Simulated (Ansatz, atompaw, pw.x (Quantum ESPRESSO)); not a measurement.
**What a changed setting does to a pw.x run (sc Si)**

Potential: PAW, atompaw 4.2.0.5, PBE; core [Ne], reference 3s2 3p2; waves: 3s (bound): rc 2.35 bohr; 3s channel at 1.5 Ry: rc 1.85 bohr; 3p (bound): rc 2.35 bohr; 3p channel at 0.05 Ry: rc 2.35 bohr; 3d channel at -0.2 Ry: rc 2.35 bohr; local part: vpsmatchnc scheme with l = 3 at 0 Ry, radius 2.15 bohr; core correction: smooth core density matched at 1.20 bohr; augmentation: sinc compensation charge, radius 1.75 bohr; PAW radius 2.35 bohr; waves and projectors: custom rrkj gramschmidtortho.

The reference run (k-mesh 13³, cutoffs 40/400 Ry, Fermi–Dirac 0.01 Ry, mixing_beta 0.4, conv_thr 1e-9, no spin) gives -0.18 GPa at 16.322 Å³/atom, where all-electron LAPW gives -0.08 GPa. This run, with its own iteration cap, changes k-mesh points per axis to 1, a wrong or extreme entry chosen on purpose.

```
&control
  calculation='scf', prefix='x', pseudo_dir='./', outdir='./tmp', tstress=.true., disk_io='none'
/
&system
  ibrav=0, nat=1, ntyp=1, ecutwfc=40, ecutrho=400, nbnd=9,
  occupations='smearing', smearing='fd', degauss=0.01
/
&electrons
  conv_thr=1e-09, mixing_beta=0.4, electron_maxstep=70
/
ATOMIC_SPECIES
Si 1.0 Si.UPF
CELL_PARAMETERS angstrom
  2.53663389 0.00000000 0.00000000
  0.00000000 2.53663389 0.00000000
  0.00000000 0.00000000 2.53663389
ATOMIC_POSITIONS crystal
Si 0.0000 0.0000 0.0000
K_POINTS automatic
1 1 1 0 0 0
```

```bash
pw.x < Si.scf.in > Si.scf.out
```

**Question.** How does the run end?

**Answer.** It converges in 9 iterations; the free energy moves by +8.95 eV/atom and the pressure by -0.72 GPa. The result is not a property of the crystal.

```
Message from routine setup:
     using ibrav=0 with symmetry is DISCOURAGED, use correct ibrav instead
     lattice parameter (alat)  =       4.7935  a.u.
     unit-cell volume          =     110.1463 (a.u.)^3
     number of electrons       =         4.00
     number of Kohn-Sham states=            9
     kinetic-energy cutoff     =      40.0000  Ry
     charge density cutoff     =     400.0000  Ry
     scf convergence threshold =      1.0E-09
     Exchange-correlation= SLA PW PBX PBC
     number of k points=     1  Fermi-Dirac smearing, width (Ry)=  0.0100
     negative rho (up, down):  2.657E-02 0.000E+00
     iteration #  1     ecut=    40.00 Ry     beta= 0.40
     negative rho (up, down):  2.547E-02 0.000E+00
     total energy              =     -46.04318343 Ry
     estimated scf accuracy    <       0.01072879 Ry
     iteration #  2     ecut=    40.00 Ry     beta= 0.40
     negative rho (up, down):  2.185E-02 0.000E+00
     total energy              =     -46.04371672 Ry
     estimated scf accuracy    <       0.00489990 Ry
     iteration #  3     ecut=    40.00 Ry     beta= 0.40
     negative rho (up, down):  1.716E-02 0.000E+00
     total energy              =     -46.04411289 Ry
     estimated scf accuracy    <       0.00011466 Ry
     iteration #  4     ecut=    40.00 Ry     beta= 0.40
     negative rho (up, down):  1.780E-02 0.000E+00
     total energy              =     -46.04446353 Ry
     estimated scf accuracy    <       0.00003106 Ry
     iteration #  5     ecut=    40.00 Ry     beta= 0.40
     negative rho (up, down):  1.735E-02 0.000E+00
     total energy              =     -46.04448452 Ry
     estimated scf accuracy    <       0.00000191 Ry
     iteration #  6     ecut=    40.00 Ry     beta= 0.40
     negative rho (up, down):  1.736E-02 0.000E+00
     total energy              =     -46.04448627 Ry
     estimated scf accuracy    <       0.00000011 Ry
     iteration #  7     ecut=    40.00 Ry     beta= 0.40
     negative rho (up, down):  1.733E-02 0.000E+00
     total energy              =     -46.04448627 Ry
     estimated scf accuracy    <       0.00000001 Ry
     iteration #  8     ecut=    40.00 Ry     beta= 0.40
     negative rho (up, down):  1.734E-02 0.000E+00
     total energy              =     -46.04448629 Ry
     estimated scf accuracy    <          6.1E-09 Ry
     iteration #  9     ecut=    40.00 Ry     beta= 0.40
     negative rho (up, down):  1.734E-02 0.000E+00
     the Fermi energy is    16.1100 ev
!    total energy              =     -46.04448629 Ry
     estimated scf accuracy    <          1.5E-10 Ry
     smearing contrib. (-TS)   =      -0.04274252 Ry
     convergence has been achieved in   9 iterations
     negative rho (up, down):  1.734E-02 0.000E+00
          total   stress  (Ry/bohr**3)                   (kbar)     P=       -8.98
     Message from routine punch:
     Nothing written, as per user request (disk_io='none')
```

The run took about 3.3 s on one core of a shared host (Intel(R) Xeon(R) Platinum 8375C CPU @ 2.90GHz, 128 threads, 992 GiB, load 34).
